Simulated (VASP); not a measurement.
KTaO3: single point with PBE

Crystal: KTaO3.

```
K Ta O
1.0
     4.02438    0.00000    0.00000
     0.00000    4.02438    0.00000
     0.00000    0.00000    4.02438
K Ta O
1 1 3
Direct
  0.50000 0.50000 0.50000
  0.00000 0.00000 0.00000
  0.50000 0.00000 0.00000
  0.00000 0.50000 0.00000
  0.00000 0.00000 0.50000
```

| Item | Value |
| --- | --- |
| Program | VASP 6.6.1 |
| Task | single point |
| Functional | PBE |
| Potentials or basis | VASP PAW PBE potentials, release 64 (K_sv, Ta_pv, O) |
| Cutoff | 520 eV |
| k mesh | 8 × 8 × 8 |
| Occupations | gaussian, width 0.02 eV |
| Spin | no spin polarisation |
| Dipole correction | no |
| Further INCAR settings | ALGO = Normal; EDIFF = 1e-06; NBANDS = 27 |

```yaml
Pressure: 0.6 GPa
Band_gap_on_the_k_mesh: 2.12 eV, indirect (least direct gap 2.75 eV)
```

Levels at points of the mesh, in eV from the valence-band top:
```
           k point  band 17  band 18  band 19  band 20  band 21  band 22
(0.00, 0.00, 0.00)    -0.63    -0.63    -0.63     2.12     2.12     2.12
(0.50, 0.00, 0.00)    -1.45    -0.85    -0.85     2.26     4.84     4.84
(0.50, 0.50, 0.00)    -1.40    -1.40    -0.04     4.88     4.88     6.11
(0.50, 0.50, 0.50)     0.00     0.00     0.00     6.23     6.23     6.23
```

Run time: 32 s on 1 thread of AMD EPYC 9R45 (Zen 5), with other jobs on the host, peak memory 0.17 GiB.

Caveat: spin-orbit coupling is left out, which moves the levels of the heavy elements. PBE gaps usually lie below the measured ones, often by a third to a half.
